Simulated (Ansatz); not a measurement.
Born–Oppenheimer molecular dynamics of a periodic cell of 56 atoms, H2C5 (surface C(100)-2x1, underside capped with H). It goes on from the last frame of an earlier run, with new velocities.

Computed with Ansatz, DFT PBEsol, scalar-relativistic, plane waves, PAW. Settings: accuracy low, PAW set soft_1, cutoff 420 eV, k mesh 2x1x1, fermi-dirac smearing 0.02 eV, no spin polarisation.

```
ensemble                      : NVE (velocity Verlet)
time step                     : 0.5 fs
steps asked                   : 300
starting velocities drawn for : 450 K
atoms held                    : 1 to 32
seed                          : 670070
```

Frames 0.5 fs apart, positions in Å, forces in eV/Å.

Velocities at 90 fs (Å/ps):

```
H 0.00 0.00 0.00
H 0.00 0.00 0.00
H 0.00 0.00 0.00
H 0.00 0.00 0.00
H 0.00 0.00 0.00
H 0.00 0.00 0.00
H 0.00 0.00 0.00
H 0.00 0.00 0.00
H 0.00 0.00 0.00
H 0.00 0.00 0.00
H 0.00 0.00 0.00
H 0.00 0.00 0.00
H 0.00 0.00 0.00
H 0.00 0.00 0.00
H 0.00 0.00 0.00
H 0.00 0.00 0.00
C 0.00 0.00 0.00
C 0.00 0.00 0.00
C 0.00 0.00 0.00
C 0.00 0.00 0.00
C 0.00 0.00 0.00
C 0.00 0.00 0.00
C 0.00 0.00 0.00
C 0.00 0.00 0.00
C 0.00 0.00 0.00
C 0.00 0.00 0.00
C 0.00 0.00 0.00
C 0.00 0.00 0.00
C 0.00 0.00 0.00
C 0.00 0.00 0.00
C 0.00 0.00 0.00
C 0.00 0.00 0.00
C -2.67 2.88 1.42
C -0.38 -1.85 -1.19
C 5.14 0.58 5.50
C 0.11 2.03 0.54
C -5.15 -7.76 -3.77
C 0.47 0.05 -0.99
C -3.94 -3.62 1.07
C 7.17 -4.86 -2.81
C -1.04 -7.75 5.93
C 4.15 -0.24 -5.12
C -4.30 9.25 6.72
C -14.12 6.91 4.40
C -2.42 3.62 -1.77
C 3.59 1.67 -3.48
C -1.22 -1.51 2.36
C 7.25 -3.46 -4.68
C 2.03 3.94 -2.21
C -5.69 2.03 -10.49
C 5.93 15.75 -0.51
C -0.38 0.56 -0.50
C 2.55 -1.99 0.39
C 7.08 -5.60 2.80
C 5.29 5.53 3.73
C -1.06 5.97 -9.73
```

```xyz
56
Lattice="5.0487 0.0000 0.0000 0.0000 10.0975 0.0000 0.0000 0.0000 17.1647" Properties=species:S:1:pos:R:3:forces:R:3 time_fs=90 energy_less_start_eV=0.302 T=353
H 2.160 0.000 1.000 -8.96 0.02 0.07
H 0.365 0.000 1.000 8.97 -0.11 0.04
H 4.684 0.000 1.000 -8.98 -0.11 0.05
H 2.889 0.000 1.000 8.99 -0.02 0.04
H 2.160 2.524 1.000 -8.96 0.09 0.06
H 0.365 2.524 1.000 8.96 0.05 0.09
H 4.684 2.524 1.000 -9.00 0.03 0.07
H 2.889 2.524 1.000 9.00 0.12 0.02
H 2.160 5.049 1.000 -8.95 -0.03 0.05
H 0.365 5.049 1.000 8.96 -0.07 0.06
H 4.684 5.049 1.000 -8.99 -0.06 0.03
H 2.889 5.049 1.000 9.00 -0.04 0.01
H 2.160 7.573 1.000 -8.96 0.07 0.07
H 0.365 7.573 1.000 8.98 0.01 0.05
H 4.684 7.573 1.000 -8.98 0.01 0.05
H 2.889 7.573 1.000 8.98 0.10 0.07
C 1.262 0.000 1.635 -0.11 -0.29 1.21
C 3.787 0.000 1.635 -0.01 -0.20 1.18
C 1.262 2.524 1.635 0.18 0.25 1.12
C 3.787 2.524 1.635 -0.23 0.23 1.16
C 1.262 5.049 1.635 0.08 -0.23 0.91
C 3.787 5.049 1.635 -0.14 -0.18 0.93
C 1.262 7.573 1.635 -0.03 0.28 1.27
C 3.787 7.573 1.635 0.05 0.15 1.31
C 1.262 1.262 2.527 1.46 0.09 -4.59
C 3.787 1.262 2.527 1.22 0.14 -4.29
C 1.262 3.787 2.527 -0.35 0.36 0.77
C 3.787 3.787 2.527 -0.26 0.47 0.83
C 1.262 6.311 2.527 0.00 -0.23 -4.27
C 3.787 6.311 2.527 -0.36 -0.34 -3.79
C 1.262 8.835 2.527 -0.34 -0.09 1.12
C 3.787 8.835 2.527 -0.40 0.00 1.04
C 0.051 1.312 3.291 -3.25 -1.42 2.79
C 2.548 1.223 3.304 -0.47 -0.19 0.40
C 0.001 3.850 3.475 -0.69 -1.68 1.68
C 2.486 3.797 3.512 1.43 -1.43 -0.24
C 0.018 6.298 3.296 -1.24 1.43 1.53
C 2.494 6.265 3.328 1.10 1.07 0.10
C -0.045 8.880 3.521 1.40 -0.74 -0.17
C 2.523 8.793 3.521 -0.62 0.52 -0.38
C 0.010 0.138 4.345 0.01 -1.33 0.45
C 2.520 0.035 4.326 0.64 0.48 1.07
C -0.015 2.412 4.421 0.02 1.34 -1.40
C 2.498 2.371 4.287 1.44 1.79 1.31
C -0.005 5.185 4.326 -0.16 -0.85 1.02
C 2.510 5.111 4.336 -0.15 0.64 1.58
C -0.048 7.528 4.337 1.21 -1.06 0.74
C 2.496 7.447 4.356 -0.15 0.79 -0.29
C 1.299 0.552 5.040 -0.90 0.59 -0.73
C 3.793 0.492 5.144 -0.36 0.17 -2.54
C 1.297 1.965 4.985 -1.48 -1.96 1.21
C 3.731 1.853 5.070 1.47 1.92 -0.96
C 1.259 5.606 5.088 -0.63 -0.02 -1.35
C 3.762 5.636 5.074 0.73 -1.15 -1.58
C 1.251 6.988 5.072 -0.71 0.43 -1.02
C 3.751 7.002 5.001 0.53 0.19 0.08
56
Lattice="5.0487 0.0000 0.0000 0.0000 10.0975 0.0000 0.0000 0.0000 17.1647" Properties=species:S:1:pos:R:3:forces:R:3 time_fs=90.5 energy_less_start_eV=0.309 T=351
H 2.160 0.000 1.000 -8.96 0.02 0.07
H 0.365 0.000 1.000 8.97 -0.11 0.04
H 4.684 0.000 1.000 -8.98 -0.11 0.05
H 2.889 0.000 1.000 8.99 -0.02 0.04
H 2.160 2.524 1.000 -8.96 0.09 0.06
H 0.365 2.524 1.000 8.96 0.05 0.09
H 4.684 2.524 1.000 -9.00 0.03 0.07
H 2.889 2.524 1.000 9.00 0.12 0.02
H 2.160 5.049 1.000 -8.95 -0.04 0.05
H 0.365 5.049 1.000 8.96 -0.07 0.06
H 4.684 5.049 1.000 -8.99 -0.06 0.03
H 2.889 5.049 1.000 9.00 -0.04 0.01
H 2.160 7.573 1.000 -8.96 0.07 0.07
H 0.365 7.573 1.000 8.98 0.00 0.05
H 4.684 7.573 1.000 -8.98 0.01 0.05
H 2.889 7.573 1.000 8.98 0.10 0.07
C 1.262 0.000 1.635 -0.12 -0.29 1.22
C 3.787 0.000 1.635 -0.01 -0.20 1.18
C 1.262 2.524 1.635 0.18 0.25 1.12
C 3.787 2.524 1.635 -0.23 0.23 1.16
C 1.262 5.049 1.635 0.08 -0.23 0.90
C 3.787 5.049 1.635 -0.15 -0.19 0.93
C 1.262 7.573 1.635 -0.05 0.28 1.27
C 3.787 7.573 1.635 0.07 0.15 1.30
C 1.262 1.262 2.527 1.39 0.09 -4.56
C 3.787 1.262 2.527 1.21 0.16 -4.27
C 1.262 3.787 2.527 -0.33 0.37 0.79
C 3.787 3.787 2.527 -0.23 0.46 0.86
C 1.262 6.311 2.527 -0.04 -0.24 -4.27
C 3.787 6.311 2.527 -0.41 -0.36 -3.84
C 1.262 8.835 2.527 -0.32 -0.12 1.12
C 3.787 8.835 2.527 -0.39 -0.02 1.02
C 0.049 1.313 3.292 -3.14 -1.45 2.78
C 2.548 1.222 3.304 -0.50 -0.07 0.42
C 0.003 3.850 3.478 -0.81 -1.67 1.60
C 2.487 3.798 3.513 1.42 -1.43 -0.27
C 0.015 6.294 3.294 -1.07 1.58 1.57
C 2.494 6.266 3.328 1.09 1.04 0.09
C -0.047 8.879 3.522 1.49 -0.71 -0.17
C 2.526 8.791 3.519 -0.72 0.60 -0.39
C 0.009 0.134 4.348 0.02 -1.13 0.38
C 2.522 0.035 4.324 0.53 0.49 1.11
C -0.018 2.417 4.424 0.11 1.23 -1.47
C 2.490 2.375 4.289 1.85 1.74 1.08
C -0.006 5.186 4.326 -0.05 -0.95 1.07
C 2.512 5.112 4.334 -0.16 0.60 1.63
C -0.049 7.527 4.338 1.26 -1.01 0.66
C 2.500 7.446 4.353 -0.30 0.89 -0.29
C 1.300 0.554 5.039 -0.89 0.65 -0.71
C 3.790 0.493 5.138 -0.26 0.16 -2.42
C 1.300 1.973 4.984 -1.82 -2.26 1.33
C 3.731 1.854 5.069 1.37 1.97 -0.94
C 1.260 5.605 5.088 -0.62 0.15 -1.37
C 3.766 5.633 5.075 0.58 -0.89 -1.60
C 1.254 6.991 5.073 -0.76 0.24 -1.06
C 3.750 7.005 4.996 0.66 -0.14 0.24
56
Lattice="5.0487 0.0000 0.0000 0.0000 10.0975 0.0000 0.0000 0.0000 17.1647" Properties=species:S:1:pos:R:3:forces:R:3 time_fs=91 energy_less_start_eV=0.315 T=349
H 2.160 0.000 1.000 -8.96 0.02 0.07
H 0.365 0.000 1.000 8.97 -0.11 0.04
H 4.684 0.000 1.000 -8.97 -0.11 0.06
H 2.889 0.000 1.000 8.99 -0.02 0.05
H 2.160 2.524 1.000 -8.96 0.09 0.05
H 0.365 2.524 1.000 8.96 0.05 0.09
H 4.684 2.524 1.000 -9.00 0.03 0.07
H 2.889 2.524 1.000 9.00 0.12 0.01
H 2.160 5.049 1.000 -8.94 -0.04 0.05
H 0.365 5.049 1.000 8.96 -0.07 0.06
H 4.684 5.049 1.000 -8.99 -0.06 0.04
H 2.889 5.049 1.000 9.00 -0.04 0.01
H 2.160 7.573 1.000 -8.97 0.07 0.07
H 0.365 7.573 1.000 8.99 0.00 0.05
H 4.684 7.573 1.000 -8.98 0.01 0.05
H 2.889 7.573 1.000 8.98 0.09 0.07
C 1.262 0.000 1.635 -0.13 -0.29 1.22
C 3.787 0.000 1.635 0.00 -0.20 1.18
C 1.262 2.524 1.635 0.18 0.24 1.13
C 3.787 2.524 1.635 -0.22 0.24 1.17
C 1.262 5.049 1.635 0.08 -0.24 0.90
C 3.787 5.049 1.635 -0.16 -0.20 0.92
C 1.262 7.573 1.635 -0.06 0.28 1.26
C 3.787 7.573 1.635 0.08 0.15 1.29
C 1.262 1.262 2.527 1.31 0.10 -4.52
C 3.787 1.262 2.527 1.18 0.17 -4.25
C 1.262 3.787 2.527 -0.31 0.38 0.81
C 3.787 3.787 2.527 -0.20 0.45 0.89
C 1.262 6.311 2.527 -0.08 -0.25 -4.27
C 3.787 6.311 2.527 -0.45 -0.38 -3.89
C 1.262 8.835 2.527 -0.31 -0.15 1.12
C 3.787 8.835 2.527 -0.37 -0.04 1.00
C 0.047 1.314 3.293 -2.99 -1.48 2.73
C 2.547 1.221 3.304 -0.53 0.05 0.43
C 0.006 3.849 3.481 -0.93 -1.65 1.52
C 2.487 3.799 3.513 1.39 -1.41 -0.29
C 0.012 6.291 3.292 -0.89 1.71 1.60
C 2.495 6.266 3.327 1.06 1.00 0.08
C -0.048 8.877 3.522 1.58 -0.68 -0.16
C 2.530 8.789 3.518 -0.82 0.69 -0.39
C 0.009 0.129 4.351 0.03 -0.94 0.30
C 2.524 0.035 4.322 0.41 0.51 1.14
C -0.020 2.422 4.427 0.20 1.10 -1.53
C 2.484 2.379 4.292 2.26 1.67 0.85
C -0.008 5.188 4.325 0.07 -1.04 1.11
C 2.513 5.113 4.333 -0.18 0.56 1.67
C -0.049 7.526 4.340 1.31 -0.95 0.58
C 2.503 7.444 4.351 -0.45 0.98 -0.29
C 1.301 0.556 5.037 -0.88 0.70 -0.69
C 3.787 0.494 5.132 -0.16 0.15 -2.30
C 1.302 1.980 4.985 -2.15 -2.53 1.44
C 3.731 1.855 5.069 1.27 2.00 -0.90
C 1.261 5.604 5.088 -0.61 0.31 -1.39
C 3.770 5.630 5.076 0.43 -0.62 -1.60
C 1.256 6.994 5.075 -0.80 0.05 -1.10
C 3.750 7.008 4.992 0.78 -0.46 0.40
56
Lattice="5.0487 0.0000 0.0000 0.0000 10.0975 0.0000 0.0000 0.0000 17.1647" Properties=species:S:1:pos:R:3:forces:R:3 time_fs=91.5 energy_less_start_eV=0.317 T=348
H 2.160 0.000 1.000 -8.96 0.02 0.07
H 0.365 0.000 1.000 8.97 -0.11 0.04
H 4.684 0.000 1.000 -8.97 -0.11 0.06
H 2.889 0.000 1.000 8.99 -0.02 0.05
H 2.160 2.524 1.000 -8.96 0.10 0.05
H 0.365 2.524 1.000 8.96 0.05 0.09
H 4.684 2.524 1.000 -9.00 0.02 0.07
H 2.889 2.524 1.000 9.00 0.12 0.01
H 2.160 5.049 1.000 -8.94 -0.04 0.05
H 0.365 5.049 1.000 8.97 -0.06 0.05
H 4.684 5.049 1.000 -8.99 -0.06 0.04
H 2.889 5.049 1.000 9.00 -0.04 0.01
H 2.160 7.573 1.000 -8.97 0.07 0.06
H 0.365 7.573 1.000 8.99 0.00 0.05
H 4.684 7.573 1.000 -8.98 0.01 0.05
H 2.889 7.573 1.000 8.98 0.09 0.07
C 1.262 0.000 1.635 -0.14 -0.29 1.23
C 3.787 0.000 1.635 0.01 -0.20 1.19
C 1.262 2.524 1.635 0.18 0.24 1.14
C 3.787 2.524 1.635 -0.22 0.24 1.17
C 1.262 5.049 1.635 0.08 -0.24 0.90
C 3.787 5.049 1.635 -0.16 -0.21 0.92
C 1.262 7.573 1.635 -0.07 0.28 1.26
C 3.787 7.573 1.635 0.10 0.15 1.28
C 1.262 1.262 2.527 1.21 0.10 -4.46
C 3.787 1.262 2.527 1.14 0.19 -4.23
C 1.262 3.787 2.527 -0.28 0.38 0.84
C 3.787 3.787 2.527 -0.18 0.43 0.92
C 1.262 6.311 2.527 -0.13 -0.26 -4.26
C 3.787 6.311 2.527 -0.50 -0.39 -3.94
C 1.262 8.835 2.527 -0.29 -0.17 1.12
C 3.787 8.835 2.527 -0.36 -0.07 0.98
C 0.044 1.315 3.296 -2.81 -1.49 2.66
C 2.547 1.220 3.303 -0.56 0.17 0.44
C 0.008 3.849 3.485 -1.03 -1.62 1.43
C 2.488 3.799 3.513 1.35 -1.38 -0.31
C 0.009 6.288 3.291 -0.69 1.82 1.62
C 2.496 6.266 3.327 1.03 0.95 0.07
C -0.050 8.874 3.523 1.65 -0.64 -0.15
C 2.533 8.787 3.516 -0.91 0.77 -0.38
C 0.008 0.125 4.354 0.04 -0.75 0.22
C 2.527 0.036 4.320 0.28 0.52 1.15
C -0.022 2.427 4.429 0.29 0.96 -1.58
C 2.478 2.383 4.294 2.65 1.59 0.62
C -0.009 5.189 4.325 0.18 -1.13 1.14
C 2.515 5.114 4.332 -0.18 0.51 1.68
C -0.049 7.524 4.341 1.34 -0.87 0.49
C 2.507 7.443 4.348 -0.60 1.06 -0.29
C 1.301 0.559 5.036 -0.87 0.73 -0.65
C 3.784 0.495 5.126 -0.05 0.16 -2.15
C 1.304 1.987 4.985 -2.45 -2.77 1.54
C 3.732 1.856 5.068 1.16 2.02 -0.87
C 1.262 5.603 5.088 -0.60 0.48 -1.40
C 3.773 5.626 5.077 0.26 -0.36 -1.60
C 1.258 6.997 5.076 -0.84 -0.13 -1.13
C 3.750 7.011 4.987 0.90 -0.77 0.56
```

Of the whole run (150 fs, mean temperature of the second half 395 K): The conserved energy stayed within 0.02 meV per atom of its start (net change 0.0003 meV per atom), so the integration is sound. A run of 0.15 ps of so small a system gives no equilibrium averages. Limits of this set-up: coarse k mesh, thin slab, slab without dipole correction, PAW files made for another functional, low accuracy level.

Time of the run: 22 min on 2 threads of Arm Neoverse V1, on a shared host, peak memory 1.6 GiB.
